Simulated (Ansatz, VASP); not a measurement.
BeTe: VASP beside Ansatz

INCAR

```
SYSTEM = BeTe
  ALGO = Normal
  EDIFF = 1E-6
  EDIFFG = -0.005
  ENCUT = 600
  GGA = RE
  IBRION = 2
  ISIF = 3
  ISMEAR = -1
  LASPH = .True.
  LCHARG = .False.
  LREAL = .False.
  LWAVE = .False.
  NELM = 80
  NSW = 40
  PREC = Accurate
  SIGMA = 0.05
```

The input KPOINTS:

```
k-points
0
Gamma
  8 8 8
  0 0 0
```

Contents of POSCAR:

```
BeTe
1.0
    0.0000000000      2.7700000000      2.7700000000
    2.7700000000      0.0000000000      2.7700000000
    2.7700000000      2.7700000000      0.0000000000
Te Be
1 1
Direct
    0.7500000000      0.7500000000      0.7500000000
    0.0000000000      0.0000000000      0.0000000000
```

input.yaml

```yaml
crystal:
  lattice:
    - [0.0, 2.77, 2.77]
    - [2.77, 0.0, 2.77]
    - [2.77, 2.77, 0.0]
  atoms:
    - { symbol: Te, position: [0.75, 0.75, 0.75] }
    - { symbol: Be, position: [0.0, 0.0, 0.0] }
hamiltonian:
  xc: revpbe
  pseudopotentials: { kind: paw }
kpoints:
  mp_grid: { grid: [8, 8, 8] }
scf:
  occupations: { method: fermi_dirac, width: 0.05 }
output:
  forces: true
  stress: true
  write_density: true
  write_potential: true
  elf: true
  volumetric_format: npy
relax:
  f_tol: 0.01
  max_steps: 40
  cell: { stress_tol: 0.05 }
```

Alike in both runs: task relaxation of cell and atoms; functional revPBE; k mesh 8 × 8 × 8; occupations fermi-dirac, width 0.05 eV; no spin polarisation.

```csv
,VASP,Ansatz
version,VASP 6.6.1,Ansatz 0.2.0
potentials or method,"VASP PAW PBE potentials, release 64 (Te, Be)",Ansatz PAW
plane-wave cutoff (eV),600,420
valence electrons in the cell,8,18
```

```tsv
	VASP	Ansatz	Ansatz less VASP
gap on the k mesh at the Fermi level, each at its own relaxed structure (eV)	2.14	2.15	+0.010
relaxed volume (Å³/atom)	23.24	23.20	-0.036
relaxed cell length with the largest relative difference (Å)	4.036	4.034	-0.0021
energy change over the relaxation (meV/atom)	-33	-32	+1.4
```

The two sets of potentials don't hold the same shells in valence.

Caveats: spin-orbit coupling is left out, which moves the levels of the heavy elements; the PAW data sets were made with another functional, which shifts forces and pressure a little (VASP); the plane-wave basis is chosen anew once the cell has moved, so the energies of steps on either side of that aren't comparable (Ansatz); the PAW data sets come from PBE, with cores solved anew for the run's functional, which leaves a small shift of forces and pressure (Ansatz). Expect the measured gap to be larger: semilocal functionals such as revPBE lack the derivative discontinuity. revPBE gives volumes clearly too large for solids.
